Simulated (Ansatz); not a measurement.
# HfO2: opening a crack plane

HfO2, P4_2/nmc, a = 3.604 Å, c = 5.264 Å. This isn't the usual stable structure of the compound. Ansatz: PBE, PAW, 420 eV, Γ-centred 6×6×2 mesh on 12 atoms, Gaussian smearing 0.05 eV; no spin polarisation. One cut on (001) per cell of 12 atoms is opened rigidly by x, between planes of Hf and O that stand 1.02 Å apart; y is the energy per area (12.991 Å², 1 eV/Å² = 16.02 J/m²).

```tsv
x (Å)	y (J/m²)
0.00	0.000
0.25	?
0.50	2.311
0.75	4.401
1.00	6.505
1.50	9.538
2.00	11.241
3.00	12.472
4.50	12.854
6.00	12.981
```

Problem. Fit the universal binding curve y = W[1 − (1 + x/l) e^(−x/l)] to the other rows, give the peak stress, and predict the missing value.

Solution. Least squares gives W = 13.0 J/m² and l = 0.599 Å. The stress dy/dx peaks at x = l with W/(e l) = 79.8 GPa, for rigid faces. At x = 0.25: x/l = 0.417, y = 0.861 J/m². The run gave 0.674 J/m², so the fit is 0.187 J/m² too high, within the rms miss on the fitted rows (0.194 J/m²).

Spin–orbit coupling is left out, which can shift energies with elements as heavy as these.

Cost: 12 runs of about 9.9 core-minutes in all, on Arm Neoverse V2 (shared hosts).